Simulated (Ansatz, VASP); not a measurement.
**HfN in VASP and in Ansatz**

```
Hf N
1.0
     0.00000    2.25087    2.25087
     2.25087    0.00000    2.25087
     2.25087    2.25087    0.00000
Hf N
1 1
Cartesian
  0.0000 0.0000 0.0000
  2.2509 2.2509 2.2509
```

Alike in both runs: functional PBEsol; k mesh 16 × 16 × 16; occupations methfessel-paxton of order 1, width 0.1 eV; no spin polarisation.

Ansatz relaxed the structure, and its values are those at the end. VASP's run is a single point on that final structure, the one shown.

|  | VASP | Ansatz |
| --- | --- | --- |
| version | VASP 6.6.1 | Ansatz 0.2.0 |
| potentials or method | VASP PAW PBE potentials, release 64 (Hf_pv, N) | scalar-relativistic, plane waves, PAW |
| plane-wave cutoff (eV) | 520 | 420 |
| valence electrons in the cell | 15 | 31 |

```tsv
	VASP	Ansatz	Ansatz less VASP
gap on the k mesh at the Fermi level (eV)	none	none	-
pressure (GPa)	-2.2	0.0	+2.19
```

A gap of «none» marks a metal or a gap that the smearing closes. With one functional, cell and mesh, what is left measures potentials, basis and numerics. The two sets of potentials don't hold the same shells in valence.

Caveats: the PAW data sets were made with another functional, which shifts forces and pressure a little (VASP). The runs have no spin-orbit coupling, so splittings on Hf are missing.
